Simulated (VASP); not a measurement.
# CdSe (F-43m) in VASP: single point with PBEsol

Aim: the single point of CdSe with PBEsol.

Everything below comes from runs of VASP 6.6.1. Logs are shortened: lines on timing, memory, paths and dates and some standing lists are left out, and cuts for length are marked.

### 1 The crystal as given

It takes space group F-43m (No. 216, cubic). The conventional cell has a = 6.082 Å, b = 6.082 Å, c = 6.082 Å, α = 90.00°, β = 90.00°, γ = 90.00°. Cd (site symmetry -43m) has 4 Se at 2.63 Å as nearest neighbours. Around Se (site symmetry -43m) lie 4 Cd at 2.63 Å.

Measurements of this composition are mostly on another form, of space group No. 186.

### 2 Single point, PBEsol

The input, INCAR:

```
ALGO = Fast ; EDIFF = 1E-6
ENCUT = 520 ; GGA = PS
ISIF = 2 ; ISMEAR = 0
LASPH = True ; LCHARG = False
LREAL = False ; LWAVE = False
NBANDS = 16 ; NELM = 100
PREC = Accurate ; SIGMA = 0.02
```

The input, KPOINTS:

```
k-points
0
Gamma
  10 10 10
```

The input, POSCAR:

```
CdSe
1.0
    0.0000000000      3.0410661763      3.0410661763
    3.0410661763      0.0000000000      3.0410661763
    3.0410661763      3.0410661763      0.0000000000
Cd Se
1 1
Direct
    0.0000000000      0.0000000000      0.0000000000
    0.2500000000      0.2500000000      0.2500000000
```

Potentials or basis: VASP PAW PBE potentials, release 64 (Cd, Se).

Launch:

```
$ cat potpaw_PBE.64/Cd/POTCAR potpaw_PBE.64/Se/POTCAR > POTCAR
$ mpirun -np 1 vasp_std > vasp.out
```

OUTCAR:

```text
EDIFF = 1E-6
   ENCUT = 520
   GGA = PS
   ISIF = 2
   ISMEAR = 0
   LASPH = True
   LREAL = False
   NELM = 100
   PREC = Accurate

 ion  position               nearest neighbor table
   1  0.000  0.000  0.000-   2 2.63   2 2.63   2 2.63   2 2.63
   2  0.250  0.250  0.250-   1 2.63   1 2.63   1 2.63   1 2.63

  LATTYP: Found a face centered cubic cell.
 ALAT       =     6.0821323526

  Lattice vectors:

 A1 = (   0.0000000000,   3.0410661763,   3.0410661763)
 A2 = (   3.0410661763,   0.0000000000,   3.0410661763)
 A3 = (   3.0410661763,   3.0410661763,   0.0000000000)

Analysis of symmetry for initial positions (statically):
=====================================================================
 Subroutine PRICEL returns:
 Original cell was already a primitive cell.

 Routine SETGRP: Setting up the symmetry group for a
 face centered cubic supercell.

 Subroutine GETGRP returns: Found 24 space group operations
 (whereof 24 operations were pure point group operations)
 out of a pool of 48 trial point group operations.

The static configuration has the point symmetry T_d .

Analysis of symmetry for dynamics (positions and initial velocities):
=====================================================================
 Subroutine PRICEL returns:
 Original cell was already a primitive cell.

 Routine SETGRP: Setting up the symmetry group for a
 face centered cubic supercell.

 Subroutine GETGRP returns: Found 24 space group operations
 (whereof 24 operations were pure point group operations)
 out of a pool of 48 trial point group operations.

The dynamic configuration has the point symmetry T_d .

 Subroutine INISYM returns: Found 24 space group operations
 (whereof 24 operations are pure point group operations),
 and found     1 'primitive' translations

----------------------------------------------------------------------------------------

                                     Primitive cell

  volume of cell :      56.2481

  direct lattice vectors                    reciprocal lattice vectors
     0.000000000  3.041066176  3.041066176    -0.164416021  0.164416021  0.164416021
     3.041066176  0.000000000  3.041066176     0.164416021 -0.164416021  0.164416021
     3.041066176  3.041066176  0.000000000     0.164416021  0.164416021 -0.164416021

  length of vectors
     4.300717031  4.300717031  4.300717031     0.284776902  0.284776902  0.284776902

  position of ions in fractional coordinates (direct lattice)
     0.000000000  0.000000000  0.000000000
     0.250000000  0.250000000  0.250000000

  ion indices of the primitive-cell ions
   primitive index   ion index
                 1           1
                 2           2

----------------------------------------------------------------------------------------

 KPOINTS: k-points

Automatic generation of k-mesh.
 Grid dimensions read from file:
 generate k-points for:   10   10   10

 Generating k-lattice:

  Cartesian coordinates                     Fractional coordinates (reciprocal lattice)
    -0.016441602  0.016441602  0.016441602     0.100000000  0.000000000  0.000000000
     0.016441602 -0.016441602  0.016441602     0.000000000  0.100000000  0.000000000
     0.016441602  0.016441602 -0.016441602     0.000000000  0.000000000  0.100000000

  Length of vectors
     0.028477690  0.028477690  0.028477690

  Shift w.r.t. Gamma in fractional coordinates (k-lattice)
     0.000000000  0.000000000  0.000000000

 Subroutine IBZKPT returns following result:
 ===========================================

 Found     47 irreducible k-points:

 Following reciprocal coordinates:
            Coordinates               Weight
  0.000000  0.000000  0.000000      1.000000
  0.100000  0.000000  0.000000      8.000000
  0.200000  0.000000  0.000000      8.000000
  0.300000  0.000000  0.000000      8.000000
  0.400000  0.000000  0.000000      8.000000
  0.500000  0.000000  0.000000      4.000000
[... 16 lines left out ...]
  0.300000  0.300000  0.000000      6.000000
  0.400000  0.300000  0.000000     24.000000
 [... further k-points ...]
   k-points           NKPTS =     47   k-points in BZ     NKDIM =     47   number of bands    NBANDS=     16
   number of dos      NEDOS =    301   number of ions     NIONS =      2
   total plane-waves  NPLWV =  32768
   dimension x,y,z NGX =    32 NGY =   32 NGZ =   32
   dimension x,y,z NGXF=    64 NGYF=   64 NGZF=   64
   ions per type =               1   1
   NGX,Y,Z   is equivalent  to a cutoff of  12.37, 12.37, 12.37 a.u.
   NGXF,Y,Z  is equivalent  to a cutoff of  24.74, 24.74, 24.74 a.u.
 SYSTEM =  unknown system
   PREC   = accura    normal or accurate (medium, high low for compatibility)
   ISTART =      0    job   : 0-new  1-cont  2-samecut
   ICHARG =      2    charge: 1-file 2-atom 10-const
   ISPIN  =      1    spin polarized calculation?
   LNONCOLLINEAR =      F non collinear calculations
   LSORBIT =      F    spin-orbit coupling
   LASPH  =      T    aspherical Exc in radial PAW
   ENCUT  =  520.0 eV  38.22 Ry    6.18 a.u.   8.00  8.00  8.00*2*pi/ulx,y,z
   NELM   =    100;   NELMIN=  2; NELMDL= -5     # of ELM steps
   EDIFF  = 0.1E-05   stopping-criterion for ELM
   LREAL  =      F    real-space projection
   EDIFFG = 0.1E-04   stopping-criterion for IOM
   NSW    =      0    number of steps for IOM
   IBRION =     -1    ionic relax: 0-MD 1-quasi-New 2-CG
   NFREE  =      0    steps in history (QN), initial steepest desc. (CG)
   ISIF   =      2    stress and relaxation
   ISYM   =      2    0-nonsym 1-usesym 2-fastsym
   POTIM  = 0.5000    time-step for ionic-motion
   TEBEG  =    0.0;   TEEND  =   0.0 temperature during run
   PSTRESS=    0.0 pullay stress
   NELECT =      18.0000    total number of electrons
   NUPDOWN=      -1.0000    fix difference up-down
   EMIN   =  10.00;   EMAX   =-10.00  energy-range for DOS
   EFERMI =   0.00;   METHOD = LEGACY
   ISMEAR =     0;   SIGMA  =   0.02  broadening in eV -4-tet -1-fermi 0-gaus
   EFERMI_NEDOS =   21; number of points for ismear=-14 and -15
   IALGO  =     68    algorithm
   IMIX   =      4    mixing-type and parameters
     AMIX     =   0.40;   BMIX     =  1.00
     AMIX_MAG =   1.60;   BMIX_MAG =  1.00
  volume/ion in A,a.u.               =      28.12       189.79
  Fermi-wavevector in a.u.,A,eV,Ry     =   1.119772  2.116063 17.060215  1.253890
  Thomas-Fermi vector in A             =   2.256414
   LORBIT       =      0    0 simple, 1 ext, 2 COOP (PROOUT), +10 PAW based schemes
   GGA     = PS    functional components
   LHFCALC =     F    Hartree Fock is set to
   AEXX    =    0.0000 exact exchange contribution
   IVDW    =     0    specifies the selected vdW correction
   LEPSILON=     F    determine dielectric tensor
   LRPA    =     F    only Hartree local field effects (RPA)
 non-spin polarized calculation
 RMM-DIIS sequential band-by-band and
 Gauss-broadening in eV      SIGMA  =   0.02
  energy-cutoff  :      520.00
  volume of cell :       56.25
 maximum number of plane-waves:      1528
   NGX = 15   NGY = 15   NGZ = 15

 number of electron      18.0000002 magnetization

 Free energy of the ion-electron system (eV)
  ---------------------------------------------------
  ext. energy  EPLUGINS =         0.00000000
  ---------------------------------------------------
  free energy    TOTEN  =        -6.17775432 eV

  energy without entropy =       -6.17775432  energy(sigma->0) =       -6.17775432

 E-fermi :   0.9525     XC(G=0):  -9.1002

 val. band max:        0.8126117263   @ k =   0.0000   0.0000   0.0000
 cond. band min:       1.2956323428   @ k =   0.0000   0.0000   0.0000
 fundamental gap:      0.4830206166
 Fermi energy:         0.9524753533

 k-point     1 :       0.0000    0.0000    0.0000
  band No.  band energies     occupation
      1     -11.8123      2.00000
      2      -7.1006      2.00000
      3      -7.1006      2.00000
      4      -7.1006      2.00000
      5      -6.7190      2.00000
      6      -6.7190      2.00000
[... 8 lines left out ...]
     15      11.8782      0.00000
     16      11.8782      0.00000

 k-point     2 :       0.1000    0.0000    0.0000
  band No.  band energies     occupation
      1     -11.7767      2.00000
      2      -7.0891      2.00000
      3      -7.0891      2.00000
      4      -7.0710      2.00000
      5      -6.7198      2.00000
      6      -6.7198      2.00000
[... 8 lines left out ...]
     15      11.2316      0.00000
     16      11.2316      0.00000

 k-point     3 :       0.2000    0.0000    0.0000
  band No.  band energies     occupation
      1     -11.6826      2.00000
      2      -7.0609      2.00000
      3      -7.0609      2.00000
      4      -6.9723      2.00000
      5      -6.7195      2.00000
      6      -6.7195      2.00000
[... 8 lines left out ...]
     15      10.7817      0.00000
     16      11.0176      0.00000

 k-point     4 :       0.3000    0.0000    0.0000
  band No.  band energies     occupation
      1     -11.5648      2.00000
      2      -7.0307      2.00000
      3      -7.0307      2.00000
      4      -6.7895      2.00000
      5      -6.7129      2.00000
      6      -6.7129      2.00000
[... 8 lines left out ...]
     15      11.0452      0.00000
     16      11.0452      0.00000

 k-point     5 :       0.4000    0.0000    0.0000
  band No.  band energies     occupation
      1     -11.4687      2.00000
      2      -7.0112      2.00000
      3      -7.0112      2.00000
      4      -6.7013      2.00000
      5      -6.7013      2.00000
      6      -6.5543      2.00000
[... 8 lines left out ...]
     15      11.9820      0.00000
     16      11.9820      0.00000

 k-point     6 :       0.5000    0.0000    0.0000
  band No.  band energies     occupation
      1     -11.4318      2.00000
      2      -7.0052      2.00000
      3      -7.0052      2.00000
      4      -6.6952      2.00000
      5      -6.6952      2.00000
      6      -6.4260      2.00000
[... 8 lines left out ...]
     15      12.8920      0.00000
     16      12.8920      0.00000

 k-point     7 :       0.1000    0.1000    0.0000
  band No.  band energies     occupation
      1     -11.7649      2.00000
      2      -7.0784      2.00000
      3      -7.0784      2.00000
      4      -7.0750      2.00000
      5      -6.7270      2.00000
      6      -6.7133      2.00000
[... 8 lines left out ...]
     15      11.2657      0.00000
     16      11.9644      0.00000

 k-point     8 :       0.2000    0.1000    0.0000
  band No.  band energies     occupation
      1     -11.6904      2.00000
      2      -7.0604      2.00000
      3      -7.0494      2.00000
      4      -7.0017      2.00000
      5      -6.7320      2.00000
      6      -6.7081      2.00000
[... 8 lines left out ...]
     15      11.6453      0.00000
     16      11.9203      0.00000

 k-point     9 :       0.3000    0.1000    0.0000
  band No.  band energies     occupation
      1     -11.5806      2.00000
      2      -7.0332      2.00000
      3      -7.0170      2.00000
      4      -6.8548      2.00000
      5      -6.7214      2.00000
      6      -6.7012      2.00000
[... 8 lines left out ...]
     15      11.5558      0.00000
     16      11.6892      0.00000
[... 172 lines left out ...]
 k-point    19 :       0.5000    0.2000    0.0000
  band No.  band energies     occupation
      1     -11.3918      2.00000
      2      -6.9770      2.00000
      3      -6.9445      2.00000
      4      -6.7602      2.00000
      5      -6.6885      2.00000
      6      -6.4035      2.00000
[... 8 lines left out ...]
     15      13.0025      0.00000
     16      13.0532      0.00000

 k-point    20 :      -0.4000    0.2000    0.0000
  band No.  band energies     occupation
      1     -11.3843      2.00000
      2      -6.9766      2.00000
      3      -6.9525      2.00000
      4      -6.7322      2.00000
      5      -6.7055      2.00000
      6      -6.3607      2.00000
[... 8 lines left out ...]
     15      11.7199      0.00000
     16      12.8323      0.00000

 k-point    21 :      -0.3000    0.2000    0.0000
  band No.  band energies     occupation
      1     -11.4352      2.00000
      2      -6.9821      2.00000
      3      -6.9768      2.00000
      4      -6.7303      2.00000
      5      -6.7254      2.00000
      6      -6.5100      2.00000
[... 8 lines left out ...]
     15      11.9057      0.00000
     16      13.2007      0.00000

 k-point    22 :      -0.2000    0.2000    0.0000
  band No.  band energies     occupation
      1     -11.5252      2.00000
      2      -7.0129      2.00000
      3      -6.9991      2.00000
      4      -6.7882      2.00000
      5      -6.7343      2.00000
      6      -6.6611      2.00000
[... 8 lines left out ...]
     15      11.9888      0.00000
     16      13.0915      0.00000

 k-point    23 :       0.3000    0.3000    0.0000
  band No.  band energies     occupation
      1     -11.4848      2.00000
      2      -6.9358      2.00000
      3      -6.9358      2.00000
      4      -6.9093      2.00000
      5      -6.6803      2.00000
      6      -6.6800      2.00000
[... 8 lines left out ...]
     15      12.5965      0.00000
     16      14.5683      0.00000

 k-point    24 :       0.4000    0.3000    0.0000
  band No.  band energies     occupation
      1     -11.4100      2.00000
      2      -6.9322      2.00000
      3      -6.9026      2.00000
      4      -6.8576      2.00000
      5      -6.6738      2.00000
      6      -6.5594      2.00000
[... 8 lines left out ...]
     15      12.9958      0.00000
     16      14.3985      0.00000

 [... further k-points ...]
[... 5 lines left out ...]
  --------------------------------------------------------------------------------------
  -------------------------------------------------------------------------------------
  Total        0.1153942      0.1153942      0.1153942      0.0000000      0.0000000      0.0000000
  in kB        3.2869027      3.2869027      3.2869027      0.0000000      0.0000000      0.0000000
  external PRESSURE =       3.2869027 kB  Pullay stress =       0.0000000 kB

 VOLUME and BASIS-vectors are now :
 -----------------------------------------------------------------------------
  energy-cutoff  :      520.00
  volume of cell :       56.25
      direct lattice vectors                 reciprocal lattice vectors
     0.000000000  3.041066176  3.041066176    -0.164416021  0.164416021  0.164416021
     3.041066176  0.000000000  3.041066176     0.164416021 -0.164416021  0.164416021
     3.041066176  3.041066176  0.000000000     0.164416021  0.164416021 -0.164416021

 POSITION                                       TOTAL-FORCE (eV/Angst)
 -----------------------------------------------------------------------------------
      0.00000      0.00000      0.00000         0.000000      0.000000      0.000000
      1.52053      1.52053      1.52053        -0.000000     -0.000000     -0.000000
 -----------------------------------------------------------------------------------
    total drift:                               -0.000000     -0.000000     -0.000000

  FREE ENERGIE OF THE ION-ELECTRON SYSTEM (eV)
  ---------------------------------------------------
  free  energy   TOTEN  =        -6.1777543194 eV

  energy  without entropy=       -6.1777543194  energy(sigma->0) =       -6.17775432
```

It took 24 s on 1 thread of Intel Xeon Platinum 8488C (Sapphire Rapids), shared host; peak memory 0.19 GiB.

What came out:

| Item | Value |
| --- | --- |
| Free energy | -6.1778 eV |
| Pressure | 0.3 GPa |
| Band gap on the k mesh | 0.48 eV, direct |

Levels at points of the mesh, in eV from the valence-band top:
| k point | band 5 | band 6 | band 7 | band 8 | band 9 | band 10 | band 11 | band 12 | band 13 | band 14 |
| --- | --- | --- | --- | --- | --- | --- | --- | --- | --- | --- |
| (0.00, 0.00, 0.00) | -7.53 | -7.53 | 0.00 | 0.00 | 0.00 | 0.48 | 5.85 | 5.85 | 5.85 | 9.60 |
| (0.50, 0.00, 0.00) | -7.51 | -7.24 | -4.45 | -0.76 | -0.76 | 2.29 | 6.36 | 6.36 | 7.28 | 9.88 |
| (0.50, 0.50, 0.00) | -7.47 | -7.18 | -4.13 | -1.88 | -1.88 | 3.00 | 3.67 | 8.98 | 10.13 | 10.13 |

Caveat: the PAW data sets were made with another functional, which shifts forces and pressure a little. As with any semilocal functional, this PBEsol gap is likely too small.
